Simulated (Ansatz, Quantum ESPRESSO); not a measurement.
WC and the pressure, program beside program

The cell as given:

```
W C
1.0
     2.90650    0.00000    0.00000
    -1.45325    2.51710    0.00000
     0.00000    0.00000    2.83660
W C
1 1
Cartesian
  0.0000 0.0000 0.0000
  1.4533 0.8390 1.4183
```

Kept alike: task relaxation of cell and atoms; functional PBEsol; k mesh 10 × 10 × 9; occupations fermi-dirac, width 0.05 eV; no spin polarisation. The mesh is that of the run's cell of 2 atoms. No spin-orbit coupling.

- A: Ansatz, Ansatz PAW, made for PBE, cutoff 420 eV
- B: Quantum ESPRESSO, GBRV 1.5 PBEsol, cutoff 871 eV

| pressure (GPa) | A: volume (Å³/atom) | B: volume (Å³/atom) |
| --- | --- | --- |
| 0 | 10.289 | 10.307 |
| 2 | 10.239 | 10.257 |
| 5 | 10.167 | 10.185 |
| 10 | 10.051 | 10.069 |
| 20 | 9.840 | 9.857 |
| 30 | 9.649 | 9.667 |

Values on potentials made for another functional: all of A. Values hold for each row's relaxed cell, which stops near the pressure aimed at. Ansatz's stress holds its Pulay term. The runs follow the start's structure, whether or not it is the stable one at these pressures. For a metal such a mesh leaves the last digits unconverged.

**Question.** How large is the effect of the pressure, and do the programs agree on it?

**Answer.** From 0 to 30 GPa the volume moves by -0.640 in A, -0.640 in B (Å³/atom). Row by row the programs differ by 0.017 to 0.018, and over this span the shifts, as printed, agree within 1 %.
